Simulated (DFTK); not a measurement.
# HfN (Fm-3m) in DFTK: settings compared

One crystal, HfN, is run at these levels: LDA, PBE, PBEsol, RPBE, BLYP; tasks: band structure.

Program: DFTK 0.8.2. These are calculated values, not measurements. Logs are shortened: lines on timing, memory, paths and dates and some standing lists are left out, and cuts for length are marked.

## 1. The structure

It takes space group Fm-3m (No. 225, cubic). The conventional cell has a = 4.512 Å, b = 4.512 Å, c = 4.512 Å, α = 90.00°, β = 90.00°, γ = 90.00°. Hf (site symmetry m-3m) is surrounded by 6 N at 2.26 Å. N (site symmetry m-3m) is surrounded by 6 Hf at 2.26 Å.

## 2. Band structure, LDA

File run.jl:

```julia
using DFTK
using PseudoPotentialData
using Unitful, UnitfulAtomic
using LinearAlgebra, Printf
include("save.jl")
disable_threading()

# lattice vectors are the columns
lattice = austrip(1u"Å") * [           0.0          2.256          2.256;
                    2.256            0.0          2.256;
                    2.256          2.256            0.0]
symbols   = [:Hf, :N]
positions = [[0.0, 0.0, 0.0],
             [0.5, 0.5, 0.5]]
pseudopotentials = Dict(:Hf => "Hf.upf", :N => "N.upf")
elements = Dict(s => ElementPsp(s, pseudopotentials; rcut=10.0) for s in unique(symbols))
atoms    = [elements[s] for s in symbols]

build_model(lattice, positions; symmetries=true) =
    model_DFT(lattice, atoms, positions;
              functionals=LDA(),
              temperature=austrip(0.05u"eV"),
              smearing=Smearing.FermiDirac(),
              symmetries)
Ecut  = 45.0  # hartree
kgrid = [8, 8, 8]
tol   = 1e-6
to_GPa = ustrip(uconvert(u"GPa", 1u"hartree/bohr^3"))

model = build_model(lattice, positions)
basis = PlaneWaveBasis(model; Ecut, kgrid)
display(basis)
scfres = self_consistent_field(basis;
                               tol,
                               nbandsalg=AdaptiveBands(model; n_bands_converge=20))
display(scfres.energies)
@printf "Fermi level: %.6f eV\n" ustrip(auconvert(u"eV", something(scfres.εF, NaN)))
forces = compute_forces_cart(scfres)
println("Forces (eV/Å)")
for (s, f) in zip(symbols, forces)
    @printf "%-3s %12.6f %12.6f %12.6f\n" s ustrip.(auconvert.(u"eV/Å", f))...
end
stress = compute_stresses_cart(scfres)
println("Stress (GPa)")
display(round.(stress * to_GPa; digits=4))
println("Levels at the first k-point (eV): ", round.(ustrip.(auconvert.(u"eV", scfres.eigenvalues[1][1:scfres.n_bands_converge])); digits=4))
save_scf!(scfres; forces, stress)

points = Dict("G" => [0.0, 0.0, 0.0], "K" => [0.375, 0.375, 0.75], "L" => [0.5, 0.5, 0.5], "U" => [0.625, 0.25, 0.625], "W" => [0.5, 0.25, 0.75], "X" => [0.5, 0.0, 0.5])
segments = [("G", "X", 7), ("X", "W", 4), ("W", "K", 3), ("K", "G", 7), ("G", "L", 6), ("L", "U", 4), ("U", "W", 3), ("W", "L", 5), ("L", "K", 4), ("U", "X", 3)]
kcoords = vcat([[points[a] + t * (points[b] - points[a]) for t in range(0, 1, n)] for (a, b, n) in segments]...)
bands = compute_bands(scfres, ExplicitKpoints(kcoords); n_bands=22, tol=1e-5)
for (k, ε) in zip(bands.basis.kpoints, bands.eigenvalues)
    @printf "%d %8.4f %8.4f %8.4f " k.spin k.coordinate...
    println(join([@sprintf("%9.4f", e) for e in ustrip.(auconvert.(u"eV", ε .- scfres.εF))]))
end
results["band_energies"] = rows(bands.eigenvalues); results["band_kpoints"] = rows(kcoords)
```

Potentials or basis: SG15 1.2 (PBE).

Command:

```sh
julia --threads=1 run.jl  # save.jl only writes the numbers to a file and isn't shown; printed stress counts tension as positive; times include loading and compiling
```

The log of the run:

```text
PlaneWaveBasis discretization:

    Ecut                 : 45.0 Ha
    fft_size             : (40, 40, 40), 64000 total points
    kgrid                : MonkhorstPack([8, 8, 8])
    num.   red. kpoints  : 512
    num. irred. kpoints  : 29

    Discretized Model(lda_x+lda_c_pw, 3D):
        lattice (in Bohr)    : [0         , 4.26322   , 4.26322   ]
                               [4.26322   , 0         , 4.26322   ]
                               [4.26322   , 4.26322   , 0         ]
        unit cell volume     : 154.97 Bohr³

        atoms                : HfN
        atom potentials      : ElementPsp(:Hf, "Hf.upf")
                               ElementPsp(:N, "N.upf")

        num. electrons       : 31
        spin polarization    : none
        temperature          : 0.0018375 Ha
        smearing             : DFTK.Smearing.FermiDirac()

        terms                : Kinetic()
                               AtomicLocal()
                               AtomicNonlocal()
                               Ewald(nothing)
                               PspCorrection()
                               Hartree()
                               Xc(lda_x, lda_c_pw)
                               Entropy()
n     Energy            log10(ΔE)   log10(Δρ)   Diag   Δtime
---   ---------------   ---------   ---------   ----   ------
  1   -233.3067523097                   -0.56    4.9    5.10s
  2   -233.4518402064       -0.84       -1.05    2.4    3.08s
  3   -233.4573359833       -2.26       -1.50    2.2    2.90s
  4   -233.4575553417       -3.66       -2.53    1.2    1.76s
  5   -233.4575695470       -4.85       -2.83    3.3    3.11s
  6   -233.4575718533       -5.64       -3.58    1.5    2.30s
  7   -233.4575719241       -7.15       -3.77    2.8    3.07s
  8   -233.4575719420       -7.75       -4.47    1.0    2.24s
  9   -233.4575719436       -8.79       -5.04    2.3    2.81s
 10   -233.4575719437      -10.30       -5.46    1.8    1.86s
 11   -233.4575719437      -10.89       -6.01    2.0    2.82s
Energy breakdown (in Ha):
    Kinetic             101.6026065
    AtomicLocal         -128.2166006
    AtomicNonlocal      -43.3025369
    Ewald               -205.0865960
    PspCorrection       16.5702151
    Hartree             46.4691856
    Xc                  -21.4935524
    Entropy             -0.0002934

    total               -233.457571943697
Fermi level: 13.096246 eV
Forces (eV/Å)
Hf     -0.000000    -0.000000    -0.000000
N       0.000000    -0.000000    -0.000000
Stress (GPa)
3×3 StaticArraysCore.SMatrix{3, 3, Float64, 9} with indices SOneTo(3)×SOneTo(3):
 12.0534   0.0      0.0
  0.0     12.0534   0.0
  0.0      0.0     12.0534
Levels at the first k-point (eV): [-49.3991, -17.8071, -17.8071, -17.8071, -4.3641, 1.014, 1.014, 1.014, 1.017, 1.1533, 1.1533, 1.1533, 10.3019, 10.3019, 10.3019, 12.6674, 12.6674, 12.6674, 14.879, 15.0174]
1   0.0000   0.0000   0.0000  -62.4953 -30.9034 -30.9034 -30.9034 -17.4603 -12.0823 -12.0823 -12.0823 -12.0792 -11.9430 -11.9430 -11.9430  -2.7944  -2.7944  -2.7944  -0.4288  -0.4288  -0.4288   1.7827   1.9211   1.9211   9.6571
1   0.0833   0.0000   0.0833  -62.4897 -30.9744 -30.9254 -30.9254 -17.2506 -12.0761 -12.0761 -12.0749 -12.0740 -11.9486 -11.9477 -11.9477  -4.0208  -3.0986  -3.0986  -0.7835   0.2303   0.2303   1.9802   2.0418   3.4593  10.3511
1   0.1667   0.0000   0.1667  -62.4741 -31.1554 -30.9855 -30.9855 -16.7490 -12.0601 -12.0601 -12.0593 -12.0453 -11.9638 -11.9602 -11.9602  -5.7565  -3.5097  -3.5097  -1.6010   1.6378   1.6378   2.3855   2.4462   6.1588  12.1690
1   0.2500   0.0000   0.2500  -62.4529 -31.3751 -31.0669 -31.0669 -16.2915 -12.0418 -12.0418 -12.0380 -11.9912 -11.9840 -11.9752 -11.9752  -6.7314  -3.7021  -3.7021  -2.4967   2.8938   3.1881   3.2364   3.2364   8.3884  14.6570
1   0.3333   0.0000   0.3333  -62.4317 -31.5676 -31.1478 -31.1478 -16.1652 -12.0322 -12.0322 -12.0149 -12.0039 -11.9830 -11.9830 -11.9589  -6.6100  -3.6830  -3.6830  -3.2396   3.4586   4.1376   4.5971   4.5971   9.2605  12.2165
1   0.4167   0.0000   0.4167  -62.4162 -31.6934 -31.2067 -31.2067 -16.2798 -12.0347 -12.0347 -12.0181 -11.9969 -11.9800 -11.9800 -11.9682  -5.7996  -3.7186  -3.5708  -3.5708   3.9188   5.1116   5.3566   5.3566   8.6080   9.8247
[... 38 lines left out ...]
1   0.5625   0.1250   0.5625  -62.4105 -31.6994 -31.2993 -31.2058 -16.1960 -12.0412 -12.0294 -12.0221 -11.9907 -11.9777 -11.9748 -11.9670  -5.3623  -4.9442  -3.9734  -2.4760   4.9044   4.9932   5.2617   6.0326   7.8583   9.8282
1   0.5000   0.0000   0.5000  -62.4105 -31.7366 -31.2281 -31.2281 -16.3584 -12.0374 -12.0374 -12.0232 -11.9901 -11.9776 -11.9773 -11.9773  -5.3165  -3.8832  -3.5104  -3.5104   4.0996   5.5546   5.5546   5.5983   7.8258   9.1672
```

It took 89 s on 1 thread of Intel Xeon 6975P-C (Granite Rapids), shared host; peak memory 1.7 GiB.

What came out:

```
Free energy            : -6352.7042 eV
Pressure               : -12.1 GPa
Band gap on the k mesh : none (metal or under the smearing width)
```

Levels at the corners of the path, in eV from the Fermi level:
```
point  band 14  band 15  band 16  band 17  band 18  band 19
    Γ    -2.79    -2.79    -0.43    -0.43    -0.43     1.78
    X    -3.88    -3.51    -3.51     4.10     5.55     5.55
    W    -5.41    -5.41     1.17     1.17     5.57     5.61
    K    -5.45    -4.87    -0.83     3.93     4.46     6.08
    Γ    -2.79    -2.79    -0.43    -0.43    -0.43     1.78
    L    -6.20    -6.20     3.31     3.69     3.69     4.54
    U    -5.45    -4.87    -0.83     3.93     4.46     6.08
    W    -5.41    -5.41     1.17     1.17     5.57     5.61
    L    -6.20    -6.20     3.31     3.69     3.69     4.54
    K    -5.45    -4.87    -0.83     3.93     4.46     6.08
    U    -5.45    -4.87    -0.83     3.93     4.46     6.08
    X    -3.88    -3.51    -3.51     4.10     5.55     5.55
```

Caveat: the potentials were made for another functional, which shifts forces and pressure; spin-orbit coupling is left out, which moves the levels of the heavy elements.

## 3. Band structure, PBE

run.jl: that of step 2 with these lines changed.

```diff
@@ -20,3 +20,3 @@
     model_DFT(lattice, atoms, positions;
-              functionals=LDA(),
+              functionals=PBE(),
               temperature=austrip(0.05u"eV"),
```

Potentials or basis: SG15 1.2 (PBE).

Command:

```sh
julia --threads=1 run.jl  # save.jl only writes the numbers to a file and isn't shown; printed stress counts tension as positive; times include loading and compiling
```

The log of the run:

```text
PlaneWaveBasis discretization:

    Ecut                 : 45.0 Ha
    fft_size             : (40, 40, 40), 64000 total points
    kgrid                : MonkhorstPack([8, 8, 8])
    num.   red. kpoints  : 512
    num. irred. kpoints  : 29

    Discretized Model(gga_x_pbe+gga_c_pbe, 3D):
        lattice (in Bohr)    : [0         , 4.26322   , 4.26322   ]
[... 45 lines left out ...]
Fermi level: 13.502905 eV
Forces (eV/Å)
Hf     -0.000000     0.000000    -0.000000
N       0.000000    -0.000000    -0.000000
Stress (GPa)
3×3 StaticArraysCore.SMatrix{3, 3, Float64, 9} with indices SOneTo(3)×SOneTo(3):
 -7.0134  -0.0      0.0
  0.0     -7.0134  -0.0
 -0.0      0.0     -7.0134
Levels at the first k-point (eV): [-49.3498, -17.7093, -17.7093, -17.7093, -4.0221, 0.7683, 0.7846, 0.7846, 0.7846, 0.8961, 0.8961, 0.8961, 10.5509, 10.5509, 10.5509, 13.1267, 13.1267, 13.1267, 15.3144, 15.4775]
1   0.0000   0.0000   0.0000  -62.8527 -31.2122 -31.2122 -31.2122 -17.5250 -12.7346 -12.7183 -12.7183 -12.7183 -12.6068 -12.6068 -12.6068  -2.9520  -2.9520  -2.9520  -0.3762  -0.3762  -0.3762   1.8115   1.9746   1.9746   9.5623
1   0.0833   0.0000   0.0833  -62.8472 -31.2798 -31.2333 -31.2333 -17.3225 -12.7299 -12.7130 -12.7130 -12.7105 -12.6118 -12.6109 -12.6109  -4.1251  -3.2336  -3.2336  -0.7352   0.2557   0.2557   2.0152   2.0934   3.4460  10.2570
1   0.1667   0.0000   0.1667  -62.8322 -31.4523 -31.2907 -31.2907 -16.8385 -12.7167 -12.6993 -12.6993 -12.6815 -12.6252 -12.6218 -12.6218  -5.8194  -3.6308  -3.6308  -1.5602   1.6353   1.6353   2.4316   2.4811   6.0819  12.0689
1   0.2500   0.0000   0.2500  -62.8118 -31.6627 -31.3687 -31.3687 -16.3953 -12.6977 -12.6840 -12.6840 -12.6433 -12.6345 -12.6345 -12.6330  -6.7798  -3.8257  -3.8257  -2.4607   2.9313   3.2133   3.2133   3.2227   8.2623  14.5294
1   0.3333   0.0000   0.3333  -62.7913 -31.8477 -31.4462 -31.4462 -16.2667 -12.6781 -12.6781 -12.6773 -12.6610 -12.6391 -12.6391 -12.6080  -6.6785  -3.8165  -3.8165  -3.2054   3.4858   4.1724   4.5563   4.5563   9.1232  12.3900
1   0.4167   0.0000   0.4167  -62.7763 -31.9692 -31.5025 -31.5025 -16.3701 -12.6828 -12.6828 -12.6737 -12.6616 -12.6343 -12.6343 -12.6199  -5.9147  -3.7148  -3.7148  -3.6845   3.9367   5.1429   5.3062   5.3062   8.6423   9.8721
[... 38 lines left out ...]
1   0.5625   0.1250   0.5625  -62.7709 -31.9752 -31.5909 -31.5018 -16.2886 -12.6895 -12.6793 -12.6772 -12.6559 -12.6300 -12.6286 -12.6198  -5.4994  -5.0076  -4.0993  -2.5074   4.8896   4.9331   5.2189   5.9863   8.1394   9.7143
1   0.5000   0.0000   0.5000  -62.7708 -32.0109 -31.5231 -31.5231 -16.4435 -12.6857 -12.6857 -12.6783 -12.6556 -12.6314 -12.6314 -12.6298  -5.4595  -3.8490  -3.6590  -3.6590   4.1135   5.5028   5.5028   5.6151   8.0677   9.0494
```

Run time: 96 s. Hardware: 1 thread of Intel Xeon 6975P-C (Granite Rapids), shared host; peak memory 1.7 GiB.

What came out:

| Property | Result |
| --- | --- |
| Free energy | -6361.8658 eV |
| Pressure | 7.0 GPa |
| Band gap on the k mesh | none (metal or under the smearing width) |

Levels at the corners of the path, in eV from the Fermi level:
| point | band 14 | band 15 | band 16 | band 17 | band 18 | band 19 |
| --- | --- | --- | --- | --- | --- | --- |
| Γ | -2.95 | -2.95 | -0.38 | -0.38 | -0.38 | 1.81 |
| X | -3.85 | -3.66 | -3.66 | 4.11 | 5.50 | 5.50 |
| W | -5.51 | -5.51 | 1.12 | 1.12 | 5.52 | 5.56 |
| K | -5.57 | -4.96 | -0.85 | 3.86 | 4.44 | 6.04 |
| Γ | -2.95 | -2.95 | -0.38 | -0.38 | -0.38 | 1.81 |
| L | -6.24 | -6.24 | 3.24 | 3.68 | 3.68 | 4.47 |
| U | -5.57 | -4.96 | -0.85 | 3.86 | 4.44 | 6.04 |
| W | -5.51 | -5.51 | 1.12 | 1.12 | 5.52 | 5.56 |
| L | -6.24 | -6.24 | 3.24 | 3.68 | 3.68 | 4.47 |
| K | -5.57 | -4.96 | -0.85 | 3.86 | 4.44 | 6.04 |
| U | -5.57 | -4.96 | -0.85 | 3.86 | 4.44 | 6.04 |
| X | -3.85 | -3.66 | -3.66 | 4.11 | 5.50 | 5.50 |

Caveat: spin-orbit coupling is left out, which moves the levels of the heavy elements.

## 4. Band structure, PBEsol

run.jl: that of step 3 with these lines changed.

```diff
@@ -20,3 +20,3 @@
     model_DFT(lattice, atoms, positions;
-              functionals=PBE(),
+              functionals=PBEsol(),
               temperature=austrip(0.05u"eV"),
```

Command:

```sh
julia --threads=1 run.jl  # save.jl only writes the numbers to a file and isn't shown; printed stress counts tension as positive; times include loading and compiling
```

Run time: 87 s. Hardware: 1 thread of Intel Xeon 6975P-C (Granite Rapids), shared host; peak memory 1.7 GiB.

The run converged. Its results:

```
Free energy            : -6355.4421 eV
Pressure               : -1.6 GPa
Band gap on the k mesh : none (metal or under the smearing width)
```

Levels at the corners of the path, in eV from the Fermi level:
```csv
point,band 14,band 15,band 16,band 17,band 18,band 19
Γ,-2.90,-2.90,-0.39,-0.39,-0.39,1.76
X,-3.88,-3.62,-3.62,4.13,5.59,5.59
W,-5.50,-5.50,1.15,1.15,5.60,5.61
K,-5.56,-4.94,-0.85,3.91,4.50,6.08
Γ,-2.90,-2.90,-0.39,-0.39,-0.39,1.76
L,-6.23,-6.23,3.29,3.73,3.73,4.41
U,-5.56,-4.94,-0.85,3.91,4.50,6.08
W,-5.50,-5.50,1.15,1.15,5.60,5.61
L,-6.23,-6.23,3.29,3.73,3.73,4.41
K,-5.56,-4.94,-0.85,3.91,4.50,6.08
U,-5.56,-4.94,-0.85,3.91,4.50,6.08
X,-3.88,-3.62,-3.62,4.13,5.59,5.59
```

Caveat: the potentials were made for another functional, which shifts forces and pressure; spin-orbit coupling is left out, which moves the levels of the heavy elements.

## 5. Band structure, RPBE

run.jl: that of step 4 with these lines changed.

```diff
@@ -20,3 +20,3 @@
     model_DFT(lattice, atoms, positions;
-              functionals=PBEsol(),
+              functionals=[:gga_x_rpbe, :gga_c_pbe],
               temperature=austrip(0.05u"eV"),
```

Command:

```sh
julia --threads=1 run.jl  # save.jl only writes the numbers to a file and isn't shown; printed stress counts tension as positive; times include loading and compiling
```

It took 87 s on 1 thread of Intel Xeon 6975P-C (Granite Rapids), shared host; peak memory 1.7 GiB.

The run converged. Its results:

* Free energy: -6363.8613 eV
* Pressure: 14.7 GPa
* Band gap on the k mesh: none (metal or under the smearing width)

Levels at the corners of the path, in eV from the Fermi level:
| point | band 13 | band 14 | band 15 | band 16 | band 17 | band 18 | band 19 | band 20 |
| --- | --- | --- | --- | --- | --- | --- | --- | --- |
| Γ | -3.03 | -3.03 | -3.03 | -0.35 | -0.35 | -0.35 | 1.82 | 1.99 |
| X | -5.54 | -3.84 | -3.73 | -3.73 | 4.11 | 5.50 | 5.50 | 5.62 |
| W | -6.19 | -5.57 | -5.57 | 1.11 | 1.11 | 5.51 | 5.54 | 6.23 |
| K | -6.40 | -5.64 | -5.02 | -0.85 | 3.84 | 4.44 | 6.03 | 6.63 |
| Γ | -3.03 | -3.03 | -3.03 | -0.35 | -0.35 | -0.35 | 1.82 | 1.99 |
| L | -8.95 | -6.27 | -6.27 | 3.21 | 3.68 | 3.68 | 4.42 | 8.77 |
| U | -6.40 | -5.64 | -5.02 | -0.85 | 3.84 | 4.44 | 6.03 | 6.63 |
| W | -6.19 | -5.57 | -5.57 | 1.11 | 1.11 | 5.51 | 5.54 | 6.23 |
| L | -8.95 | -6.27 | -6.27 | 3.21 | 3.68 | 3.68 | 4.42 | 8.77 |
| K | -6.40 | -5.64 | -5.02 | -0.85 | 3.84 | 4.44 | 6.03 | 6.63 |
| U | -6.40 | -5.64 | -5.02 | -0.85 | 3.84 | 4.44 | 6.03 | 6.63 |
| X | -5.54 | -3.84 | -3.73 | -3.73 | 4.11 | 5.50 | 5.50 | 5.62 |

Caveat: the potentials were made for another functional, which shifts forces and pressure; spin-orbit coupling is left out, which moves the levels of the heavy elements.

## 6. Band structure, BLYP

run.jl: that of step 5 with these lines changed.

```diff
@@ -20,3 +20,3 @@
     model_DFT(lattice, atoms, positions;
-              functionals=[:gga_x_rpbe, :gga_c_pbe],
+              functionals=[:gga_x_b88, :gga_c_lyp],
               temperature=austrip(0.05u"eV"),
```

Potentials or basis: SG15 1.2 (PBE).

Command:

```sh
julia --threads=1 run.jl  # save.jl only writes the numbers to a file and isn't shown; printed stress counts tension as positive; times include loading and compiling
```

Run time: 86 s. Hardware: 1 thread of Intel Xeon 6975P-C (Granite Rapids), shared host; peak memory 1.7 GiB.

The run converged. Its results:

```
Free energy            : -6355.9850 eV
Pressure               : 12.6 GPa
Band gap on the k mesh : none (metal or under the smearing width)
```

Levels at the corners of the path, in eV from the Fermi level:
| point | band 13 | band 14 | band 15 | band 16 | band 17 | band 18 | band 19 | band 20 |
| --- | --- | --- | --- | --- | --- | --- | --- | --- |
| Γ | -2.98 | -2.98 | -2.98 | -0.42 | -0.42 | -0.42 | 1.90 | 1.90 |
| X | -5.34 | -3.75 | -3.65 | -3.65 | 3.99 | 5.29 | 5.29 | 5.56 |
| W | -6.15 | -5.42 | -5.42 | 1.10 | 1.10 | 5.30 | 5.45 | 6.12 |
| K | -6.29 | -5.47 | -4.97 | -0.82 | 3.78 | 4.27 | 5.94 | 6.53 |
| Γ | -2.98 | -2.98 | -2.98 | -0.42 | -0.42 | -0.42 | 1.90 | 1.90 |
| L | -8.83 | -6.25 | -6.25 | 3.16 | 3.52 | 3.52 | 4.85 | 8.68 |
| U | -6.29 | -5.47 | -4.97 | -0.82 | 3.78 | 4.27 | 5.94 | 6.53 |
| W | -6.15 | -5.42 | -5.42 | 1.10 | 1.10 | 5.30 | 5.45 | 6.12 |
| L | -8.83 | -6.25 | -6.25 | 3.16 | 3.52 | 3.52 | 4.85 | 8.68 |
| K | -6.29 | -5.47 | -4.97 | -0.82 | 3.78 | 4.27 | 5.94 | 6.53 |
| U | -6.29 | -5.47 | -4.97 | -0.82 | 3.78 | 4.27 | 5.94 | 6.53 |
| X | -5.34 | -3.75 | -3.65 | -3.65 | 3.99 | 5.29 | 5.29 | 5.56 |

Caveat: the potentials were made for another functional, which shifts forces and pressure; spin-orbit coupling is left out, which moves the levels of the heavy elements.

## 7. The runs side by side

| level | gap on the mesh (eV) | pressure (GPa) |
| --- | --- | --- |
| LDA | none | -12.1 |
| PBE | none | 7.0 |
| PBEsol | none | -1.6 |
| RPBE | none | 14.7 |
| BLYP | none | 12.6 |

Alike in all rows: task band structure; potentials or basis SG15 1.2 (PBE); no spin polarisation; cell as given; k mesh 8 × 8 × 8; cutoff (eV) 1225; smearing fermi-dirac 0.05 eV.

Every run on the cell as given and a fine mesh finds a metal. The pressure there spans -12.1 GPa (LDA) to 14.7 GPa (RPBE); a positive pressure means that this level wants a larger cell, a negative one a smaller.

Caveats: spin-orbit coupling is left out, which moves the levels of the heavy elements; the potentials were made for another functional, which shifts forces and pressure (some runs).

Absolute energies hang on the potentials; compare differences alone.
